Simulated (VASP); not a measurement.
A run of VASP 6.6.1:

File INCAR:

```
  PREC = Accurate
  ENCUT = 520
  EDIFF = 1E-7
  ISMEAR = 0
  SIGMA = 0.011
  LREAL = F
  LASPH = T
  NELM = 80
  ALGO = Normal
  ISIF = 2
  LWAVE = F
  LCHARG = T
  GGA = PE
  LELF = T
  LVHAR = T
```

File KPOINTS:

```
Automatic mesh
0
Gamma
  11 11 11
```

The input POSCAR:

```
Al
1.0
    0.0000000000      2.0248050000      2.0248050000
    2.0248050000      0.0000000000      2.0248050000
    2.0248050000      2.0248050000      0.0000000000
Al
1
Direct
    0.0000000000      0.0000000000      0.0000000000
```

Potentials or basis: VASP PAW PBE potentials, release 64 (Al).

The run is started by

```console
$ cat potpaw_PBE.64/Al/POTCAR > POTCAR
$ mpirun -np 1 vasp_std > vasp.out
```

Hardware: 1 thread of Intel(R) Xeon(R) Platinum 8488C (Sapphire Rapids), on a shared host.

Question: How long does it take, and how much memory?

Answer: Run time: 3.7 s on 1 thread of Intel(R) Xeon(R) Platinum 8488C (Sapphire Rapids), with other jobs on the host, peak memory 0.13 GiB. Counts: scf iterations 11, k points 56.
